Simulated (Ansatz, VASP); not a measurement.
AlN: VASP beside Ansatz

INCAR

```
SYSTEM = AlN
PREC = Accurate ; ENCUT = 520
EDIFF = 1E-6 ; ISMEAR = 0
SIGMA = 0.05 ; LREAL = .False.
LASPH = .True. ; NELM = 100
ALGO = Normal ; ISIF = 2
LWAVE = .False. ; LCHARG = .True.
GGA = PE ; LELF = .True.
LVHAR = .True. ; NBANDS = 16
```

File KPOINTS:

```
Automatic mesh
0
Gamma
  12 12 7
  0 0 0
```

POSCAR

```
AlN
1.0
    3.1285881360      0.0000000000      0.0000000000
   -1.5642940680      2.7094368037      0.0000000000
    0.0000000000      0.0000000000      5.0169550000
Al N
2 2
Direct
    0.6666666700      0.3333333300      0.4992870000
    0.3333333300      0.6666666700      0.9992870000
    0.6666666700      0.3333333300      0.8807130000
    0.3333333300      0.6666666700      0.3807130000
```

Input for Ansatz:

```yaml
crystal:
  lattice:
    - [3.128588136, 0.0, 0.0]
    - [-1.564294068, 2.7094368037, 0.0]
    - [0.0, 0.0, 5.016955]
  atoms:
    - { symbol: Al, position: [0.66666667, 0.33333333, 0.499287] }
    - { symbol: Al, position: [0.33333333, 0.66666667, 0.999287] }
    - { symbol: "N", position: [0.66666667, 0.33333333, 0.880713] }
    - { symbol: "N", position: [0.33333333, 0.66666667, 0.380713] }
hamiltonian:
  xc: pbe
  pseudopotentials:
    kind: all_electron
    lapw: { muffin_tin_radii: { Al: 0.958, "N": 0.783 } }
kpoints:
  mp_grid: { grid: [12, 12, 7] }
scf:
  occupations: { method: gaussian, width: 0.05 }
  convergence: { dr2_threshold: 1.0e-09 }
output:
  eigenvalues: true
  forces: true
  stress: true
basis:
  ecutwfc: 400
```

The cell is a database's computed one.

Alike in both runs: task single point; functional PBE; k mesh 12 × 12 × 7; occupations gaussian, width 0.05 eV; no spin polarisation.

|  | VASP | Ansatz |
| --- | --- | --- |
| version | VASP 6.6.1 | Ansatz 0.2.0 |
| potentials or method | VASP PAW PBE potentials, release 64 (Al, N) | all-electron LAPW, scalar-relativistic |
| plane-wave cutoff (eV) | 520 | see its input |

```tsv
	VASP	Ansatz	Ansatz less VASP
gap on the k mesh at the Fermi level (eV)	4.06	4.05	-0.003
least direct gap on the mesh (eV)	4.06	4.05	-0.003
pressure (GPa)	0.0	0.2	+0.16
```

Ansatz ran all-electron here, so the differences hold the error of VASP's frozen core and of both bases.

Caveats: an odd mesh through Γ misses points on the zone boundary, where band edges often lie.
